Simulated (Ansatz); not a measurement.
A run of Ansatz 0.2.0:

File input.yaml:

```yaml
crystal:
  lattice:
    - [0.0, 2.269, 2.269]
    - [2.269, 0.0, 2.269]
    - [2.269, 2.269, 0.0]
  atoms:
    - { symbol: P, position: [0.75, 0.75, 0.75] }
    - { symbol: B, position: [0.0, 0.0, 0.0] }
kpoints:
  mp_grid: { grid: [10, 10, 10] }
scf:
  occupations: { method: gaussian, width: 0.05 }
hamiltonian:
  xc: pbesol
  pseudopotentials: { kind: all_electron, lapw: { basis_error: 0.001 } }
output:
  forces: true
  stress: true
  eigenvalues: true
  dos: { projected: false, de: 0.2, e_range: [-20, 8] }
```

Potentials or basis: all-electron LAPW, scalar-relativistic.

Command:

```sh
$ ansatz run input.yaml --threads 1 --pin off --max-ram 3072MiB --backend cpu --events-out ev --progress --plain --runs-dir out
```

Hardware: 1 thread of Intel(R) Xeon(R) Processor @ 2.50GHz (Skylake/Cascade Lake) (shared host).

Problem. How long does it take, and how much memory?

Solution. It took 12 s on 1 thread of Intel(R) Xeon(R) Processor @ 2.50GHz (Skylake/Cascade Lake), on a shared host, peak memory 0.25 GiB. Counts: scf iterations 6, plane waves 259, k points 47, bands 13.
